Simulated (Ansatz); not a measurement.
What a trial cell of S relaxes into

Level of theory: Ansatz 0.2.0, DFT PBE, scalar-relativistic, plane waves, PAW. Cutoff 420 eV, Γ-centred k mesh, Gaussian smearing, no spin polarisation in the final step.

The start is a random cell of S with space group P4mm (No. 99), drawn with lower limits on the distances.

```
CELL_PARAMETERS angstrom
4.36113 0.00000 0.00000
0.00000 4.36113 0.00000
0.00000 0.00000 5.35047
ATOMIC_POSITIONS crystal
S 0.50000 0.50000 0.65410
S 0.00000 0.50000 0.00000
S 0.50000 0.00000 0.00000
```

Cell and atoms relax at zero pressure; the relaxation can't lower the symmetry of the start. After a coarse first stage the cell is made exact in the group found at 0.06 Å.

Energies count from the standard state of S at the same level.

(1) What does it relax into?

(2) What are its volume, energy, density and gap?

Results:

(1) It keeps P4mm (No. 99). Conventional cell: a = 4.157 Å, c = 4.717 Å. Around S on Wyckoff site b (1 atom of the primitive cell) lie 4 S at 2.26 Å; S on Wyckoff site c (2 atoms of the primitive cell) has 2 S at 2.26 Å and 4 S at 2.94 Å.

Space group P4mm (No. 99). a = 4.157 Å, b = 4.157 Å, c = 4.717 Å, α = 90.00°, β = 90.00°, γ = 90.00°
```json
{"atom": "S", "site": "1b", "symmetry": "4mm", "x": "0.5000", "y": "0.5000", "z": "0.7581"}
{"atom": "S", "site": "2c", "symmetry": "2mm.", "x": "0.0000", "y": "0.5000", "z": "0.9480"}
```

(2) The volume per atom is 27.2 Å³, the density is 2.0 g/cm³ and the energy over the standard structure is 0.61 eV/atom. The gap on the 12×12×10 mesh is 0 eV (a metal).

The final run used a 12×12×10 mesh on its 3-atom cell and 0.10 eV smearing. The k mesh leaves about 4 meV/atom of noise in metals. No dispersion correction is applied, so the spacing between layers, chains or molecules is poorly fixed, and with it the volume and density. Symmetry constrained the relaxation, so the result can be a saddle point.